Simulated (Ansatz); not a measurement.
# In (omega type): how the settings move a single-point run

Question: which choices in the input matter for In (omega type)?

Computed with Ansatz 0.2.0 (reference: DFT, PBE, PAW with Ansatz's default frozen-core files, scalar-relativistic, unless a step's input says otherwise).

## Step 1: Starting point

The structure is hexagonal, space group P6/mmm (No. 191). The conventional cell has a = 5.223 Å, b = 5.223 Å, c = 3.193 Å, α = 90.00°, β = 90.00°, γ = 120.00°. In (site symmetry 6/mmm) has 14 In at 3.19 to 3.41 Å as nearest neighbours. Around In (site symmetry -6m2) lie 11 In at 3.02 to 3.41 Å.

As a file:

```
CELL_PARAMETERS angstrom
5.22340 0.00000 0.00000
-2.61170 4.52360 0.00000
0.00000 0.00000 3.19279
ATOMIC_POSITIONS crystal
In 0.00000 0.00000 0.00000
In 0.33333 0.66667 0.50000
In 0.66667 0.33333 0.50000
```

## Step 2: The reference run

File input.yaml:

```yaml
crystal:
  lattice:
    - [5.223402065, 0.0, 0.0]
    - [-2.6117010325, 4.5235988825, 0.0]
    - [0.0, 0.0, 3.1927938294]
  atoms:
    - { symbol: In, position: [0.0, 0.0, 0.0] }
    - { symbol: In, position: [0.3333333333, 0.6666666667, 0.5] }
    - { symbol: In, position: [0.6666666667, 0.3333333333, 0.5] }
kpoints:
  mp_grid: { grid: [8, 8, 10] }
scf:
  occupations: { method: fermi_dirac, width: 0.1 }
hamiltonian:
  xc: pbe
  pseudopotentials: { kind: paw }
output:
  forces: true
  stress: true
  eigenvalues: true
  populations: true
  write_density: true
  write_potential: true
  elf: true
  volumetric_format: npy
```

Launch:

```sh
ansatz run input.yaml --threads 1 --pin off --max-ram 3072MiB --backend cpu --events-out ev --progress --plain --runs-dir out
```

## Step 3: Changed: accuracy high, ecutrho_ratio 4

Edit input.yaml of step 2 so:

```diff
@@ -25 +25,4 @@
   volumetric_format: npy
+accuracy: high
+basis:
+  ecutrho_ratio: 4
```

Q: Predict the outcome of this session. Wanted: for each run, ending; energy change; pressure; gap; force.

The runs gave:

```csv
run,ending,energy change,pressure (GPa),gap (eV),force (eV/Å),cycles,time
reference,converged,0,4.7,0.00,0.00,7,6.4 s
"1: accuracy high, ecutrho_ratio 4",converged,0.0 meV/atom,4.7,0.00,0.00,9,8.2 s
```

Residual by cycle in the longest SCF loop of each run; runs are numbered as in the table. The quantity is the density residual dr2, in eV.

```csv
cycle,reference,run 1
1,4.3e-4,4.3e-4
2,1.7e-4,1.7e-4
3,6.1e-5,6.0e-5
4,1.2e-5,1.1e-5
5,1.5e-6,1.4e-6
6,2.1e-7,1.9e-7
7,6.2e-9,5.4e-9
8,-,1.2e-10
9,-,1.6e-11
```

What this shows: The changed input (accuracy level and numerical grids) leaves the energy the same to the digits printed.
